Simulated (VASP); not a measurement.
# Settings for BN: self-consistent run

BN, R3m (no. 160), 2 atoms in the cell. PBE; PAW potentials N, B (PBE set). VASP 6.6.1.

Wanted: energy within 0.2 meV/atom; levels at the zone centre within 0.003 eV.

What the run is for: comparing ways to start; Accuracy asked: tight.

Levels at the zone centre: counted from the valence top at that point.

POSCAR:
```
BN
1.0
    1.2511217832      0.7223354983      3.3729344033
   -1.2511217832      0.7223354983      3.3729344033
    0.0000000000     -1.4446709966      3.3729344033
N B
1 1
Direct
    0.6672382000      0.6672382000      0.6672382000
    0.0003288000      0.0003288000      0.0003288000
```

## How the run starts (with a second run first, the time holds both)

| How the run starts (with a second run first, the time holds both) | Energy less reference (meV/atom) | Levels at the zone centre, largest deviation (eV) | Time (s) |
|---|---|---|---|
| from scratch: 12 SCF iterations | 0.00 | 0.0000 | 37 |
| density of a coarse mesh (ICHARG 1): 12 + 7 SCF iterations | 0.00 | 0.0004 | 32 |
| orbitals of a lower cutoff (ISTART 1): 12 + 5 SCF iterations | 0.00 | 0.0003 | 30 |
| orbitals of a loose run: 9 + 2 SCF iterations | 0.00 | 0.0000 | 21 |

Chosen: orbitals of a loose run: 9 + 2 SCF iterations, the fastest of those that stay within half of the tolerance.

## All choices together

| Input | Energy less reference (meV/atom) | Levels at the zone centre, largest deviation (eV) | Time (s) |
|---|---|---|---|
| chosen settings | 0.00 | 0.0000 | 21 |
| reference settings throughout | 0.00 | 0.0000 | 37 |

The tolerance is met.

Values of the reference run: Levels at the zone centre: 0, 0, 6.456 eV from the valence top at Gamma.

## The input

INCAR.step1:
```
SYSTEM = BN
GGA = PE
ISMEAR = 0
SIGMA = 0.03
LWAVE = .True.
LCHARG = .True.
ISIF = 2
PREC = Normal
LASPH = .True.
LREAL = .False.
ALGO = Normal
EDIFF = 0.001
NELM = 120
GGA_COMPAT = .False.
ENCUT = 520
EFERMI = MIDGAP
```

INCAR.step2:
```
SYSTEM = BN
GGA = PE
ISMEAR = 0
SIGMA = 0.03
LWAVE = .False.
LCHARG = .False.
ISIF = 2
PREC = Accurate
LASPH = .True.
LREAL = .False.
ALGO = Normal
EDIFF = 1E-6
NELM = 120
GGA_COMPAT = .False.
ENCUT = 520
EFERMI = MIDGAP
ISTART = 1
```

KPOINTS:
```
k-points
0
Gamma
  11 11 11
```

Commands (each step's output is kept before the next begins):
```
cat potpaw_PBE.64/N/POTCAR potpaw_PBE.64/B/POTCAR > POTCAR
cp INCAR.step1 INCAR
mpirun -np 1 vasp_std > vasp.out
cp INCAR.step2 INCAR
mpirun -np 1 vasp_std > vasp.out
```

The chosen input took VASP 6.6.1 21 s on 1 core (Intel Xeon Platinum 8259CL @ 2.50GHz (Skylake/Cascade Lake)), a shared host.

## An input that fails: restart asked without its files

VASP's message: ERROR: charge density could not be read from file CHGCAR for ICHARG>10.

Changes against the starting input:
```
- NELM = 120
+ NELM = 60
+ ICHARG = 11
```
